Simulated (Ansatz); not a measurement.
## BN (F-43m): relaxing the cell for a phonon run

Aim: bring BN (F-43m) to small forces and stress, as phonons need.

Calculated with Ansatz 0.2.0; DFT LDA, scalar-relativistic, plane waves, PAW.

The experiments to compare with:

“Equation of state of cubic boron nitride at high pressures and temperatures” (2007, arxiv:cond-mat/0702656) reports for BN, zinc blende, by single-crystal x-ray diffraction (micron-sized single crystals selected from powder, 295 K): lattice constant a (a at ambient conditions) 3.6152 ± 0.0002 Å.

This is a report of a sequence of runs, with most program output left out.

### 1. Set-up

The structure is cubic, space group F-43m (No. 216). Conventional cell: a = 3.626 Å, b = 3.626 Å, c = 3.626 Å, α = 90.00°, β = 90.00°, γ = 90.00°. B has 4 N at 1.57 Å nearest. N has 4 B at 1.57 Å nearest. Farther neighbours and most contacts between anions are not listed.

### 2. Probe on a coarse mesh

First a cheap look: the gap decides the mesh and the occupations, the pressure tells how far the cell has to move.

File input.yaml:

```yaml
crystal:
  lattice:
    - [0.0, 1.813001, 1.813001]
    - [1.813001, 0.0, 1.813001]
    - [1.813001, 1.813001, 0.0]
  atoms:
    - { symbol: B, position: [0.0, 0.0, 0.0] }
    - { symbol: "N", position: [0.75, 0.75, 0.75] }
kpoints:
  mp_grid: { grid: [8, 8, 8] }
hamiltonian:
  xc: lda
scf:
  occupations: { method: gaussian, width: 0.1 }
output:
  forces: true
  stress: true
  eigenvalues: true
```

Started as:

```
ansatz run input.yaml --threads 4 --pin off --max-ram 7168MiB --backend cpu --events-out ev --progress --plain --runs-dir out
```

Run time: 0.23 s. Hardware: 4 threads of Arm Neoverse V2, shared host; peak memory 0.23 GiB.

A gap read on the k-mesh alone can miss the band edges.

This step gave:

```yaml
pressure: -14.22 GPa
gap_on_the_k_mesh: 4.349 eV
volume_per_atom: 5.959 Å³
direct_gap_on_mesh: 8.654 eV
```

The coarse mesh shows a gap of 4.35 eV and a pressure of -14.2 GPa.

### 3. Rough relaxation

The start is far from rest, so a relaxation with loose tolerances brings it close first.

Changes to input.yaml since step 2:

```diff
@@ -9,3 +9,3 @@
 kpoints:
-  mp_grid: { grid: [8, 8, 8] }
+  mp_grid: { grid: [10, 10, 10] }
 hamiltonian:
@@ -18 +18,6 @@
   eigenvalues: true
+relax:
+  adjacent_minimum: "off"
+  f_tol: 0.05
+  max_steps: 80
+  cell: { stress_tol: 0.5 }
```

Elapsed: 0.95 s, on 4 threads; peak memory 0.26 GiB.

Relaxation path:

```
step  energy less that of the first step (eV)  largest force component (eV/Å)  pressure (GPa)  volume (Å³)
   1                                   0.0000                          0.0000          -14.20        11.92
   2                                  -0.0185                          0.0000           -5.96        11.66
   3                                  -0.0233                          0.0000            0.28        11.48
  4*                                  -0.0202                          0.0000           -0.19        11.48
```

Relaxation steps marked * repeat the geometry before them on a plane-wave basis chosen anew for their cell, so energy and pressure can jump there.

Forces are held to the 24 operations that the run works with; a distortion that breaks them can't arise in this run.

| conventional cell, symmetrised | before | after | change |
| --- | --- | --- | --- |
| a (Å) | 3.626 | 3.581 | -1.2 % |
| b (Å) | 3.626 | 3.581 | -1.2 % |
| c (Å) | 3.626 | 3.581 | -1.2 % |
| volume (Å³/atom) | 5.96 | 5.74 | -3.7 % |

Final coordinates:

```xyz
2
Lattice="0.0000 1.7905 1.7905 1.7905 0.0000 1.7905 1.7905 1.7905 0.0000" Properties=species:S:1:pos:R:3 pbc="T T T"
B     0.0000    0.0000    0.0000
N     2.6858    2.6858    2.6858
```

This step gave:

```yaml
pressure: -0.1852 GPa
gap_on_the_k_mesh: 4.391 eV
volume_per_atom: 5.740 Å³
direct_gap_on_mesh: 8.828 eV
```

In this step the volume went from 5.96 to 5.74 Å³/atom.

### 4. Relaxation

Harmonic phonons are second derivatives at a point where the forces vanish, and they are wanted at zero stress, so atoms and cell are relaxed first.

File input.yaml:

```yaml
crystal:
  lattice:
    - [0.0, 1.7905249355, 1.7905249355]
    - [1.7905249355, 0.0, 1.7905249355]
    - [1.7905249355, 1.7905249355, 0.0]
  atoms:
    - { symbol: B, position: [0.0, 0.0, 0.0] }
    - { symbol: "N", position: [0.75, 0.75, 0.75] }
kpoints:
  mp_grid: { grid: [12, 12, 12] }
hamiltonian:
  xc: lda
scf:
  occupations: { method: gaussian, width: 0.02 }
output:
  forces: true
  stress: true
  eigenvalues: true
  write_density: true
  write_potential: true
  elf: true
  volumetric_format: npy
relax:
  adjacent_minimum: "off"
  f_tol: 0.005
  max_steps: 80
  cell: { stress_tol: 0.05 }
```

Elapsed: 1.2 s, on 4 threads; peak memory 0.27 GiB; 3.8 s of CPU time.

Little changed from the start: no atom moved by 0.005 Å and no cell edge by 0.1 %.

This step gave:

- pressure: -0.008843 GPa
- gap on the k-mesh: 4.392 eV
- volume per atom: 5.738 Å³
- direct gap on mesh: 8.830 eV

Valence density in the ac plane of a cell with a along [110], b along [-110] and c along [001] of the cube at fractional y = 0.000, with atoms of B and N within 0.2 Å of it. It is the smooth field of the valence electrons, not physical close to the nuclei.

Ten even steps from '0' (0.1 e/Å³) to '9' (3.6 e/Å³), each cell a mean:
```
11000111100011
10000011000001
00000000000000
00000000000000
00121000012100
01475200147520
02799410279941
12577421257742
02222210222221
```
Columns run along a (5.1 Å), rows up along c (3.6 Å), edges of the conventional cell, whose origin can differ from the input's. Atoms in or near the plane, at fractional coordinates: B at (0.50, 0.00), B at (0.00, 0.00), N at (0.75, 0.25), N at (0.25, 0.25).

Electrostatic potential energy in the ac plane of a cell with a along [110], b along [-110] and c along [001] of the cube at fractional y = 0.000, with atoms of B and N within 0.2 Å of it. With pseudopotentials it is smooth inside the atoms' cores, unlike the true potential.

Ten even steps from '0' (-53 eV) to '9' (14 eV), each cell a mean:
```
15899721589972
78999977899997
99999999999999
99999999999999
99989999998999
99634899963489
98301699830169
46523754652375
04888610488861
```
Columns run along a (5.1 Å; values clipped at the 3rd and 97th percentile), rows up along c (3.6 Å), edges of the conventional cell, whose origin can differ from the input's. Atoms in or near the plane, at fractional coordinates: B at (0.50, 0.00), B at (0.00, 0.00), N at (0.75, 0.25), N at (0.25, 0.25).

ELF in the ac plane of a cell with a along [110], b along [-110] and c along [001] of the cube at fractional y = 0.000, with atoms of B and N within 0.2 Å of it. It is the smooth field of the valence electrons, not physical close to the nuclei.

Values, 9 rows by 14 columns, each cell a mean:
```
0.13 0.23 0.31 0.26 0.29 0.29 0.16 0.13 0.23 0.31 0.26 0.29 0.29 0.16
0.35 0.27 0.13 0.05 0.08 0.20 0.32 0.35 0.27 0.13 0.05 0.08 0.20 0.32
0.20 0.13 0.06 0.04 0.05 0.10 0.18 0.20 0.13 0.06 0.04 0.05 0.10 0.18
0.05 0.06 0.12 0.21 0.17 0.08 0.05 0.05 0.06 0.12 0.21 0.17 0.08 0.05
0.03 0.16 0.46 0.64 0.58 0.30 0.07 0.03 0.16 0.46 0.64 0.58 0.30 0.07
0.12 0.44 0.67 0.60 0.65 0.60 0.24 0.12 0.44 0.67 0.60 0.65 0.60 0.24
0.35 0.71 0.66 0.22 0.44 0.76 0.51 0.35 0.71 0.66 0.22 0.44 0.76 0.51
0.36 0.82 0.84 0.60 0.73 0.88 0.58 0.36 0.82 0.84 0.60 0.73 0.88 0.58
0.07 0.51 0.76 0.71 0.74 0.70 0.22 0.07 0.51 0.76 0.71 0.74 0.70 0.22
```
Columns run along a (5.1 Å), rows up along c (3.6 Å), edges of the conventional cell, whose origin can differ from the input's. Atoms in or near the plane, at fractional coordinates: B at (0.50, 0.00), B at (0.00, 0.00), N at (0.75, 0.25), N at (0.25, 0.25).

In this step the volume went from 5.74 to 5.74 Å³/atom.

### 5. Tight relaxation

Phonons need a cell at rest on their own settings, so the relaxation is repeated with tight tolerances on forces and stress, using the mesh and the filling of the phonon run that follows.

File input.yaml:

```yaml
crystal:
  lattice:
    - [0.0, 1.7902743999, 1.7902743999]
    - [1.7902743999, 0.0, 1.7902743999]
    - [1.7902743999, 1.7902743999, 0.0]
  atoms:
    - { symbol: B, position: [0.0, 0.0, 0.0] }
    - { symbol: "N", position: [0.75, 0.75, 0.75] }
kpoints:
  mp_grid: { grid: [12, 12, 12] }
hamiltonian:
  xc: lda
scf:
  occupations: { method: fixed }
output:
  forces: true
  stress: true
  eigenvalues: true
relax:
  adjacent_minimum: "off"
  f_tol: 0.001
  max_steps: 60
  cell: { stress_tol: 0.01 }
```

Elapsed: 0.65 s, on 4 threads; peak memory 0.26 GiB.

Little changed from the start: no atom moved by 0.005 Å and no cell edge by 0.1 %.

This step gave:

| Property | Result |
| --- | --- |
| pressure | -0.008830 GPa |

The forces vanish by symmetry and the pressure is -0.009 GPa, within the tolerances set. The cell now holds 5.74 Å³/atom.

### 6. Outcome

| Item | Value |
| --- | --- |
| space group after relaxation (within 0.01 Å) | F-43m |
| lattice constant a | 3.581 Å |
| lattice constant b | 3.581 Å |
| lattice constant c | 3.581 Å |
| volume per atom | 5.74 Å³ |
| gap on the k-mesh | 4.39 eV |

What this shows: The forces vanish by symmetry and the pressure is -0.009 GPa, within the tolerances set. The cell now holds 5.74 Å³/atom. The relaxation keeps the symmetry of its start, so it says nothing on stability against lower symmetry.

Comparison with the measured values:

| quantity | measured | LDA, PAW |
| --- | --- | --- |
| lattice constant a (Å) | 3.6152 | 3.581 (-1.0 %) |

Measured values from arxiv:cond-mat/0702656 (2007).

How well it matches: The lattice constant a is off by -1.0 %: fair agreement. The grades are ours: good and fair within 0.7 and 1.5 % for the lattice constant a. For lattice constants the calculation has a static lattice, without zero-point motion or thermal expansion (measured at up to 295 K).

[Logs are printed without paths, hosts, clocks, repeated set-up lines and the standing remarks that a program may print on its own settings, such as how far it seeks lower states.]

[Hosts, paths, dates, database ids (printed as entryN), source tags and the programs' standing remarks are cut or masked in the printed files.]
